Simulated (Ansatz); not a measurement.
CoPt:
```yaml
crystal:
  lattice:
    - [2.69338, 0.00000, 0.00000]
    - [0.00000, 2.69338, 0.00000]
    - [0.00000, 0.00000, 3.72683]
  atoms:
    - { symbol: Pt, position: [0.50000, 0.50000, 0.50000] }
    - { symbol: Co, position: [0.00000, 0.00000, 0.00000] }
```
The run is spin-polarised; directions of the spins, atom by atom: ↑ ↑.

Relaxed with PBE.

### Question
Give the Bader charges and basin volumes of the independent atoms, the program Ansatz at the PBE level (PAW).

### Answer


```
atom  Bader charge (e)  Bader volume (Å³)
----  ----------------  -----------------
Pt1              -0.48               16.7
Co2              +0.48               10.3
```

Space group P4/mmm (L1₀ or tetragonal B2). The cell was relaxed with PBE under the symmetry of its start. The final state is ferromagnetic, chosen from 5 collinear starts compared on coarse meshes (ties went to the first, and starts can fall back to one state), not a proven ground state. Textbook magnetic order: ferromagnetic. Scalar-relativistic: spin–orbit coupling is off unless named, which matters more the heavier the elements.

Potentials: the later of the program's two PAW sets.
